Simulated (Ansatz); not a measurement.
Zone-centre phonons of CdF₂ at 30 GPa: input and output

All numbers below come from DFT PBEsol, scalar-relativistic, plane waves, PAW (Ansatz).

Launched with:
```bash
ansatz run input.yaml --threads 1 --pin off --max-ram 1228MiB --backend cpu --events-out ev --progress --plain --runs-dir out
```

Input (bare energies are in eV):
```yaml
crystal:
  lattice:
    - [0.0, 2.5356974516, 2.5356974516]
    - [2.5356974516, 0.0, 2.5356974516]
    - [2.5356974516, 2.5356974516, 0.0]
  atoms:
    - { symbol: Cd, position: [0.0, 0.0, 0.0] }
    - { symbol: F, position: [0.25, 0.25, 0.25] }
    - { symbol: F, position: [0.75, 0.75, 0.75] }
basis:
  ecutwfc: 420
kpoints:
  mp_grid: { grid: [8, 8, 8] }
hamiltonian:
  xc: pbesol
scf:
  occupations: { method: fixed }
output:
  eigenvalues: true
phonons:
  method: dfpt
  dielectric: true
  rigid_motions: translations
  eigenvectors: true
```

Results section of the output:
```
--- Phonons (Γ-DFPT): 2 representative perturbations + reference, on 95 of 512 k-points (Σ response iterations 8) ---
  k mesh reduced under 4 symmetry operations, with k and −k counted as one. Each operation leaves every solved perturbation unchanged. A smaller set is not considered because the run solves the response ...
  ASR residual: 1.323e-4 → 0.000e0 eV/Å²; symmetrization residual: 7.275e-7 eV/Å²
  ASR residual per site (eV/Å²): 1.32e-4 9.89e-5 9.89e-5
  Γ frequencies (cm⁻¹): 0.00 0.00 0.00 338.72 338.72 338.72 410.65 410.65 410.65
  ε∞ (high-frequency dielectric tensor):
        2.902192    -0.000000     0.000000
        0.000000     2.902192     0.000000
        0.000000     0.000000     2.902192
  ε⁰ (static dielectric tensor: ions relaxed, cell fixed):
        5.636014     0.000000    -0.000000
        0.000000     5.636014     0.000000
       -0.000000     0.000000     5.636014
  ε⁰ − ε∞ (ionic part):
        2.733822     0.000000    -0.000000
        0.000000     2.733822     0.000000
       -0.000000     0.000000     2.733822
  softest optical mode at Γ: 338.72 cm⁻¹; the repairs (sum rule, projections) moved no ω² at Γ by more than (1.23 cm⁻¹)²
  Born effective charges Z* (e; rows j = field, columns β = displacement):
    site 0:
         2.42953   -0.00000    0.00000
         0.00000    2.42953    0.00000
         0.00000   -0.00000    2.42953
    site 1:
        -1.21476    0.00000   -0.00000
        -0.00000   -1.21476   -0.00000
         0.00000    0.00000   -1.21476
    site 2:
        -1.21476    0.00000   -0.00000
        -0.00000   -1.21476   -0.00000
         0.00000    0.00000   -1.21476
  Z* charge neutrality: 5.789e-5 e pre-enforcement
  k-mesh period / interband length: 28.7 Å / 1.21 Å = 23.76 at k = (0.0000, 0.0000, 0.0000), direct gap 3.776 eV — 14 or more, which is no proof of convergence
  optical modes at Γ without the LO–TO term, one row a degenerate level:
      ω (cm⁻¹) modes IR ((D/Å)²/amu)
        338.72      3            14.3860
        410.65      3             0.0000
  optical modes at Γ + LO–TO along q̂ = [1.0000, 0.0000, 0.0000]:
      ω (cm⁻¹) modes IR ((D/Å)²/amu)
        338.72      2             9.5906
        410.65      3             0.0000
        472.03      1             4.7953
  optical modes at Γ + LO–TO along q̂ = [0.0000, 1.0000, 0.0000]:
      ω (cm⁻¹) modes IR ((D/Å)²/amu)
        338.72      2             9.5906
        410.65      3             0.0000
        472.03      1             4.7953
  optical modes at Γ + LO–TO along q̂ = [0.0000, 0.0000, 1.0000]:
      ω (cm⁻¹) modes IR ((D/Å)²/amu)
        338.72      2             9.5906
        410.65      3             0.0000
        472.03      1             4.7953
```

Other phases may be more stable at this pressure.